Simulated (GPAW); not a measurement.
# SnTe (Fm-3m) in GPAW: settings compared

One crystal, SnTe, is run at these levels: vdW-DF, LDA, PBE, C09-vdW, TASK, r4SCAN; tasks: equation of state, band structure.

All numbers are computed with GPAW 26.7.0; they aren't measurements. Logs are shortened: lines on timing, memory, paths and dates and some standing lists are left out, and cuts for length are marked. The log counts tension as positive stress, the text compression.

**Measured values to compare with.**

From a printed reference work, textbook, for a bulk crystal of SnTe at 300 K: band gap 0.18 eV (direct).

The results are compared with them further down.

## Step 1: Starting point

Symmetry: Fm-3m, No. 225, cubic system. The conventional cell has a = 6.302 Å, b = 6.302 Å, c = 6.302 Å, α = 90.00°, β = 90.00°, γ = 90.00°. Te (site symmetry m-3m) is surrounded by 6 Sn at 3.15 Å. Sn (site symmetry m-3m) has 6 Te at 3.15 Å as nearest neighbours.

## Step 2: Equation of state, vdW-DF

run.py

```python
from ase.eos import EquationOfState
from ase.io import Trajectory, read
from ase.units import GPa
from gpaw import GPAW, PW

atoms = read('SnTe.xyz')

traj = Trajectory('eos.traj', 'w')
volumes, energies = [], []
for x in [0.94, 0.96, 0.98, 1.0, 1.02, 1.04, 1.06]:
    a = atoms.copy()
    a.set_cell(atoms.cell * x**(1 / 3), scale_atoms=True)
    calc = GPAW(mode=PW(600),
                xc={'name': 'vdW-DF', 'backend': 'libvdwxc'},
                kpts={'size': (6, 6, 6), 'gamma': True},
                occupations={'name': 'fermi-dirac', 'width': 0.05},
                nbands=19,
                convergence={'density': 1e-05, 'energy': 1e-05},
                maxiter=150,
                txt=f'eos-{x:.2f}.txt')
    a.calc = calc
    energies.append(a.get_potential_energy(force_consistent=True))
    volumes.append(a.get_volume())
    calc.write(f'eos-{x:.2f}.gpw')
    traj.write(a)
    print(f'{x:.2f} {volumes[-1]:10.4f} A^3 {energies[-1]:14.6f} eV', flush=True)

v0, e0, B = EquationOfState(volumes, energies, eos='birchmurnaghan').fit()
print(f'V0 = {v0:.4f} A^3, E0 = {e0:.6f} eV, B0 = {B / GPa:.2f} GPa')
```

SnTe.xyz

```xyz
2
Lattice="0.0000000000 3.1508500000 3.1508500000 3.1508500000 0.0000000000 3.1508500000 3.1508500000 3.1508500000 0.0000000000" Properties=species:S:1:pos:R:3 pbc="T T T"
Te     3.1508500000      3.1508500000      3.1508500000
Sn     0.0000000000      0.0000000000      0.0000000000
```

Potentials or basis: GPAW PAW data sets (gpaw-data 1.2.1), pw.

On the command line:

```
$ OMP_NUM_THREADS=1 python run.py
```

The program printed:

```text
__  _  _
 | _ |_)|_||  |
 |__||  | ||/\| - 26.7.0

Input parameters:
  mode=PW(ecut=600.0),
  convergence={'density': 1e-05, 'energy': 1e-05},
  kpts=MonkhorstPack(size=(6, 6, 6), gamma=True),
  maxiter=150,
  nbands=19,
  occupations=Occupations(name='fermi-dirac', width=0.05),
  xc=XC(name='vdW-DF', backend='libvdwxc')

Diagonalizing LCAO Hamiltonian
Converting LCAO to pw mode

                Te

       Sn

Atoms  # Å, Bohr magnetons
|   | symbol |        x |        y |        z |    initial magnetic moments |
|---|--------|----------|----------|----------|-----------------------------|
| 0 |     Te | 3.108266 | 3.108266 | 3.108266 | ( 0.0000,  0.0000,  0.0000) |
| 1 |     Sn | 0.000000 | 0.000000 | 0.000000 | ( 0.0000,  0.0000,  0.0000) |

Unit cell  # Å
| periodic |        x |        y |        z |  lengths |    angles |
|----------|----------|----------|----------|----------|-----------|
|      yes | 0.000000 | 3.108266 | 3.108266 | 4.395752 | 60.000000 |
|      yes | 3.108266 | 0.000000 | 3.108266 | 4.395752 | 60.000000 |
|      yes | 3.108266 | 3.108266 | 0.000000 | 4.395752 | 60.000000 |

Number of symmetries: 48
Symmetry operations  # r_c * U_cc + t_c -> r_c
|    | kind |            matrix            |
|----|------|------------------------------|
|  0 |  σ   |  1, 0, 0,  1, 0,-1,  1,-1, 0 |
|  1 |  C2  |  1, 0, 0,  1,-1, 0,  1, 0,-1 |
|  2 |  E   |  1, 0, 0,  0, 1, 0,  0, 0, 1 |
|  3 |  σ   |  1, 0, 0,  0, 0, 1,  0, 1, 0 |
|  4 |  C4  |  1, 0,-1,  1, 0, 0,  1,-1, 0 |
|  5 |  S6  |  1, 0,-1,  1,-1, 0,  1, 0, 0 |
|  6 |  σ   |  1, 0,-1,  0, 1,-1,  0, 0,-1 |
|  7 |  C3  |  1, 0,-1,  0, 0,-1,  0, 1,-1 |
|  8 |  S6  |  1,-1, 0,  1, 0, 0,  1, 0,-1 |
|  9 |  C4  |  1,-1, 0,  1, 0,-1,  1, 0, 0 |
| 10 |  C3  |  1,-1, 0,  0,-1, 1,  0,-1, 0 |
| 11 |  σ   |  1,-1, 0,  0,-1, 0,  0,-1, 1 |
| 12 |  σ   |  0, 1, 0,  1, 0, 0,  0, 0, 1 |
| 13 |  C4  |  0, 1, 0,  0, 1,-1, -1, 1, 0 |
| 14 |  C3  |  0, 1, 0,  0, 0, 1,  1, 0, 0 |
| 15 |  S6  |  0, 1, 0, -1, 1, 0,  0, 1,-1 |
| 16 |  C2  |  0, 1,-1,  1, 0,-1,  0, 0,-1 |
| 17 |  σ   |  0, 1,-1,  0, 1, 0, -1, 1, 0 |
| 18 |  S4  |  0, 1,-1,  0, 0,-1,  1, 0,-1 |
| 19 |  C4  |  0, 1,-1, -1, 1, 0,  0, 1, 0 |
| 20 |  C3  |  0, 0, 1,  1, 0, 0,  0, 1, 0 |
| 21 |  σ   |  0, 0, 1,  0, 1, 0,  1, 0, 0 |
| 22 |  S6  |  0, 0, 1,  0,-1, 1, -1, 0, 1 |
| 23 |  C4  |  0, 0, 1, -1, 0, 1,  0,-1, 1 |
| 24 |  S4  |  0, 0,-1,  1, 0,-1,  0, 1,-1 |
| 25 |  C3  |  0, 0,-1,  0, 1,-1,  1, 0,-1 |
| 26 |  C2  |  0, 0,-1,  0,-1, 0, -1, 0, 0 |
| 27 |  S6  |  0, 0,-1, -1, 0, 0,  0,-1, 0 |
| 28 |  S4  |  0,-1, 1,  1,-1, 0,  0,-1, 0 |
| 29 |  C4  |  0,-1, 1,  0, 0, 1, -1, 0, 1 |
| 30 |  C2  |  0,-1, 1,  0,-1, 0,  1,-1, 0 |
| 31 |  σ   |  0,-1, 1, -1, 0, 1,  0, 0, 1 |
| 32 |  C3  |  0,-1, 0,  1,-1, 0,  0,-1, 1 |
| 33 |  S6  |  0,-1, 0,  0, 0,-1, -1, 0, 0 |
| 34 |  S4  |  0,-1, 0,  0,-1, 1,  1,-1, 0 |
| 35 |  C2  |  0,-1, 0, -1, 0, 0,  0, 0,-1 |
| 36 |  C2  | -1, 1, 0,  0, 1, 0,  0, 1,-1 |
| 37 |  S6  | -1, 1, 0,  0, 1,-1,  0, 1, 0 |
| 38 |  S4  | -1, 1, 0, -1, 0, 1, -1, 0, 0 |
| 39 |  C3  | -1, 1, 0, -1, 0, 0, -1, 0, 1 |
| 40 |  S6  | -1, 0, 1,  0, 0, 1,  0,-1, 1 |
| 41 |  C2  | -1, 0, 1,  0,-1, 1,  0, 0, 1 |
| 42 |  C3  | -1, 0, 1, -1, 1, 0, -1, 0, 0 |
| 43 |  S4  | -1, 0, 1, -1, 0, 0, -1, 1, 0 |
| 44 |  C2  | -1, 0, 0,  0, 0,-1,  0,-1, 0 |
| 45 |  i   | -1, 0, 0,  0,-1, 0,  0, 0,-1 |
| 46 |  σ   | -1, 0, 0, -1, 1, 0, -1, 0, 1 |
| 47 |  C2  | -1, 0, 0, -1, 0, 1, -1, 1, 0 |

BZ-sampling:
  Number of BZ points: 216
  Number of IBZ points: 16

  Monkhorst-Pack size: [6, 6, 6]
  Monkhorst-Pack shift: [0.08333333333333333, 0.08333333333333333, 0.08333333333333333]

K-points  # in reciprocal-cell coordinates
|     |                                coordinates |     weight |
|-----|--------------------------------------------|------------|
|   0 | (  0.00000000,   0.00000000,   0.00000000) | 0.00462963 |
|   1 | (  0.16666667,   0.16666667,   0.00000000) | 0.02777778 |
|   2 | (  0.16666667,   0.16666667,   0.16666667) | 0.03703704 |
|   3 | (  0.33333333,   0.16666667,   0.16666667) | 0.05555556 |
|   4 | (  0.33333333,   0.33333333,  -0.33333333) | 0.05555556 |
|   5 | (  0.33333333,   0.33333333,   0.00000000) | 0.02777778 |
|   6 | (  0.33333333,   0.33333333,   0.16666667) | 0.11111111 |
|   7 | (  0.33333333,   0.33333333,   0.33333333) | 0.03703704 |
|   8 | (  0.50000000,   0.33333333,  -0.33333333) | 0.11111111 |
|   9 | (  0.50000000,   0.33333333,  -0.16666667) | 0.05555556 |
| ... |                                            |            |
|  15 | (  0.50000000,   0.50000000,   0.50000000) | 0.01851852 |

Plane wave coefficients: 2044
Cutoff: 600.0 eV

Spin-components: 1 (collinear spins)
Bands:           19
Projectors:      11
Spin-degeneracy: 2
Datatype:        complex128

Parallelization:
  kpt:    1
  domain: 1
  band:   1

Density:
  Valence electrons: 20.0
  Components: 1
  Grid points: [25 25 25]
  Charge: 0.0  # |e|

Potential:
  Grid points: [25 25 25]

species:
  Te:
    name:    Tellurium
    Z:       52.0
    valence: 6
    core:    46
    charge:  0.0  # [|e|]
    compensation charges:
      type: gauss
      rc: 0.36  # [Å]
      lmax: 2
    cutoffs:
      filter: 2.09  # [Å]
      core: 3.17  # [Å]
    projectors
    | kind |    occ | energy [eV] | rcut [Å] |
    |------|--------|-------------|----------|
    |   5s |  2.000 |     -15.027 |    1.180 |
    |   5p |  4.000 |      -5.913 |    1.196 |
    |    s |        |      12.185 |    1.180 |
    |    p |        |      21.299 |    1.196 |
    |    d |        |       0.000 |    1.238 |

    Using partial waves for Te as LCAO basis

  Sn:
    name:    Tin
    Z:       50.0
    valence: 14
    core:    36
    charge:  0.0  # [|e|]
    compensation charges:
      type: gauss
      rc: 0.38  # [Å]
      lmax: 2
    cutoffs:
      filter: 2.23  # [Å]
      core: 2.35  # [Å]
    projectors
    | kind |    occ | energy [eV] | rcut [Å] |
    |------|--------|-------------|----------|
    |   5s |  2.000 |     -10.469 |    1.201 |
    |   5p |  2.000 |      -3.642 |    1.270 |
    |   4d | 10.000 |     -25.826 |    1.185 |
    |    s |        |      16.742 |    1.201 |
    |    p |        |      23.569 |    1.270 |
    |    d |        |       1.385 |    1.185 |

    Using partial waves for Sn as LCAO basis

Reference energy: -352814.385549  # eV

eigensolver:
  PPCG
  Converge bands: occupied
  niter=2

density mixing:
  MSR1-Mixer
  Pratt-step length: 0.05
  Maximum mixing coefficient: 0.75
  Old densities: 10
  SVD Regularization: 0.005
  Good broyden scale: 1.0
  Trust region scale: 1.0
  Backstep threshold: 4.0
  History deletion threshold: 6.0
  Fourier metric: weight=20.0, sigma=0.015

occupation numbers:
  Fermi-Dirac:
    width: 0.0500  # eV

poisson solver:
  ecut: 4800.0  # eV

xc functional:
  name: vdW-DF with libvdwxc
  Mode: serial
  Semilocal: GGA_X_PBE_R+LDA_C_PW with 2 nearest neighbor stencil
  Local blocksize: 50 x 50 x 50
  PAW datasets: revPBE

convergence criteria:
- Maximum integral of absolute [dens]ity change: 1e-05 electrons / valence electron
- Maximum [total energy] change in last 3 cyles: 1e-05 eV / valence electron
- Maximum integral of absolute [eigenst]ate change: 4e-08 eV^2 / valence electron
maximum number of iterations: 150

SCF iterations
|iter     | |      energy | eigst |  dens |
|---------|-|-------------|-------|-------|
|iter:   1| | -121.617322 | -0.17 |       |
|iter:   2| | -121.614090 | -2.16 | -1.45 |
|iter:   3| | -121.599389 | -2.34 | -1.49 |
|iter:   4| | -121.602600 | -3.60 | -2.05 |
|iter:   5| | -121.603201 | -4.44 | -2.53 |
|iter:   6| | -121.603279 | -5.70 | -3.20 |
|iter:   7| | -121.603285c| -6.43 | -3.87 |
|iter:   8| | -121.603286c| -7.29 | -4.53 |
|iter:   9| | -121.603286c| -7.96c| -5.25c|

Converged in 9 steps
Energy contributions relative to reference atoms: (reference = -352814.385549)

Energy contributions:
  Kinetic:          25.363802
  Coulomb:         -23.578364
  Zero:             -0.227483
  External:          0.000000
  Xc:             -123.159890
  Entropy:          -0.002701
  Spinorbit:         0.000000
  ----------------------------
  Free energy:    -121.604636
  Extrapolated:   -121.603286

dipole moment: (-20.945725, -20.945725, -20.945725)  # |e|*Ang

Fermi level: 7.225
Eigenvalues  # (at kpt = [0.000, 0.000, 0.000])
| band index |      eig [eV] | occ [0-2] |
|------------|---------------|-----------|
|          0 |       -15.222 |     2.000 |
|        ... |               |           |
|          2 |       -15.211 |     2.000 |
|          3 |       -15.211 |     2.000 |
|          4 |       -15.211 |     2.000 |
|          5 |        -6.001 |     2.000 |
|          6 |         2.572 |     2.000 |
|          7 |         4.784 |     2.000 |
[... 9 lines left out ...]
|         17 |        14.099 |     0.000 |
|         18 |        14.137 |     0.000 |

Gap: 0.093 eV
Transition (v -> c):
  (s=0, k=15, n=9, [0.50, 0.50, 0.50]) -> (s=0, k=15, n=10, [0.50, 0.50, 0.50])
No difference between direct/indirect transitions
# Writing to eos-0.96.gpw (mode='')
```

stdout:

```text
0.94    58.8086 A^3    -121.536642 eV
0.96    60.0599 A^3    -121.604636 eV
0.98    61.3111 A^3    -121.662621 eV
1.00    62.5624 A^3    -121.710654 eV
1.02    63.8136 A^3    -121.749758 eV
1.04    65.0649 A^3    -121.780738 eV
1.06    66.3161 A^3    -121.804279 eV
<dir> UserWarning: The minimum volume of your fit is not in your volumes.  You may not have a minimum in your dataset!
  warnings.warn(
V0 = 70.3612 A^3, E0 = -121.834982 eV, B0 = 38.82 GPa
```

eos-0.94.txt:

```text
SCF iterations
|iter     | |      energy | eigst |  dens |
|---------|-|-------------|-------|-------|
|iter:   1| | -121.544946 | -0.16 |       |
|iter:   2| | -121.543009 | -2.16 | -1.46 |
|iter:   3| | -121.531661 | -2.34 | -1.50 |
|iter:   4| | -121.534710 | -3.60 | -2.06 |
|iter:   5| | -121.535259 | -4.48 | -2.55 |
|iter:   6| | -121.535348 | -5.54 | -3.19 |
|iter:   7| | -121.535354c| -6.33 | -3.88 |
|iter:   8| | -121.535355c| -7.29 | -4.56 |
|iter:   9| | -121.535355c| -7.91c| -5.23c|

Converged in 9 steps
Energy contributions relative to reference atoms: (reference = -352814.385549)

Energy contributions:
  Kinetic:          27.389997
  Coulomb:         -25.207078
  Zero:             -0.228995
  External:          0.000000
  Xc:             -123.487990
  Entropy:          -0.002575
  Spinorbit:         0.000000
  ----------------------------
  Free energy:    -121.536642
  Extrapolated:   -121.535355

dipole moment: (-20.800943, -20.800943, -20.800943)  # |e|*Ang

Fermi level: 7.499
Eigenvalues  # (at kpt = [0.000, 0.000, 0.000])
| band index |      eig [eV] | occ [0-2] |
|------------|---------------|-----------|
|          0 |       -14.970 |     2.000 |
|        ... |               |           |
|          2 |       -14.957 |     2.000 |
|          3 |       -14.957 |     2.000 |
|          4 |       -14.957 |     2.000 |
|          5 |        -5.900 |     2.000 |
|          6 |         2.933 |     2.000 |
|          7 |         4.992 |     2.000 |
[... 9 lines left out ...]
|         17 |        14.382 |     0.000 |
|         18 |        14.382 |     0.000 |

Gap: 0.160 eV
Transition (v -> c):
  (s=0, k=15, n=9, [0.50, 0.50, 0.50]) -> (s=0, k=15, n=10, [0.50, 0.50, 0.50])
No difference between direct/indirect transitions
# Writing to eos-0.94.gpw (mode='')
```

Wall time 96 s (1 thread of Arm Neoverse V1, shared host); peak memory 0.42 GiB.

Results:

- Equilibrium volume: 35.18 Å³/atom (rough: see the caveat)
- Bulk modulus: 39 GPa (rough)

Energy against volume, from the lowest point:
```tsv
volume (Å³/atom)	energy (meV/atom)
29.404	133.82
30.030	99.82
30.656	70.83
31.281	46.81
31.907	27.26
32.532	11.77
33.158	0.00
```

Caveat: the minimum lies outside the volumes run; the PAW data sets were made with another functional, which shifts forces and pressure a little.

## Step 3: Band structure, LDA

run.py

```python
from ase.dft.bandgap import bandgap
from ase.io import read, write
from ase.units import GPa
from gpaw import GPAW, PW

atoms = read('POSCAR')

calc = GPAW(mode=PW(600),
            xc='LDA',
            kpts={'size': (6, 6, 6), 'gamma': True},
            occupations={'name': 'fermi-dirac', 'width': 0.05},
            setups={'Te': '16'},
            nbands=-9,
            convergence={'density': 1e-05, 'energy': 1e-05},
            maxiter=150,
            txt='gpaw.txt')
atoms.calc = calc
energy = atoms.get_potential_energy()
forces = atoms.get_forces()
stress = atoms.get_stress()
calc.write('gs.gpw')
write('result.traj', atoms)
print(f'Energy: {energy:.6f} eV')
print('Forces (eV/A):')
print(forces.round(4))
print('Stress (GPa):', (stress / GPa).round(3))
print('Fermi level:', round(calc.get_fermi_level(), 4), 'eV')
print(f'Gap: {bandgap(calc)[0]:.4f} eV, direct: {bandgap(calc, direct=True)[0]:.4f} eV')

path = atoms.cell.bandpath('GXWKGLUWLK,UX', npoints=80, eps=1e-4)
bs_calc = calc.fixed_density(kpts=path, symmetry='off', nbands=-21,
                             convergence={'bands': 'CBM+6.0', 'eigenstates': 1e-6}, txt='bands.txt')
bs = bs_calc.band_structure()
bs.write('bs.json')
print(f'Gap on the path: {bandgap(bs_calc)[0]:.4f} eV')
```

POSCAR

```
SnTe
1.0
    0.0000000000      3.1508500000      3.1508500000
    3.1508500000      0.0000000000      3.1508500000
    3.1508500000      3.1508500000      0.0000000000
Te Sn
1 1
Direct
    0.5000000000      0.5000000000      0.5000000000
    0.0000000000      0.0000000000      0.0000000000
```

Potentials or basis: the program's PAW data sets (release 1.2.1) made for this functional, other valence, pw.

On the command line:

```
$ OMP_NUM_THREADS=1 python run.py
```

Wall time 81 s (1 thread of Arm Neoverse V1, shared host); peak memory 0.35 GiB.

It converged, with:

- Free energy: -9.0865 eV
- Pressure: -2.9 GPa
- Band gap on the k mesh: 0.17 eV, direct
- Band gap along the path: 0.13 eV, indirect (least direct gap 0.17 eV)

Levels at the corners of the path, in eV from the valence-band top:
```tsv
point	band 11	band 12	band 13	band 14	band 15	band 16	band 17	band 18	band 19	band 20
Γ	-12.73	-4.73	-2.02	-2.02	-2.02	3.42	3.42	3.42	4.73	4.73
X	-11.17	-6.49	-5.46	-3.62	-3.62	2.17	4.97	4.97	6.37	8.93
W	-11.08	-7.36	-4.71	-4.71	-0.73	0.84	4.61	4.61	6.12	6.12
K	-11.13	-7.40	-5.06	-3.13	-2.65	3.02	3.09	4.24	5.54	8.17
Γ	-12.73	-4.73	-2.02	-2.02	-2.02	3.42	3.42	3.42	4.73	4.73
L	-11.46	-8.28	-1.67	-1.67	0.00	0.17	0.35	0.35	7.90	8.73
U	-11.13	-7.40	-5.06	-3.13	-2.65	3.02	3.09	4.24	5.54	8.17
W	-11.08	-7.36	-4.71	-4.71	-0.73	0.84	4.61	4.61	6.12	6.12
L	-11.46	-8.28	-1.67	-1.67	0.00	0.17	0.35	0.35	7.90	8.73
K	-11.13	-7.40	-5.06	-3.13	-2.65	3.02	3.09	4.24	5.54	8.17
U	-11.13	-7.40	-5.06	-3.13	-2.65	3.02	3.09	4.24	5.54	8.17
X	-11.17	-6.49	-5.46	-3.62	-3.62	2.17	4.97	4.97	6.37	8.93
```

Caveat: spin-orbit coupling is left out, which moves the levels of the heavy elements.

[end of part 1 of 3]
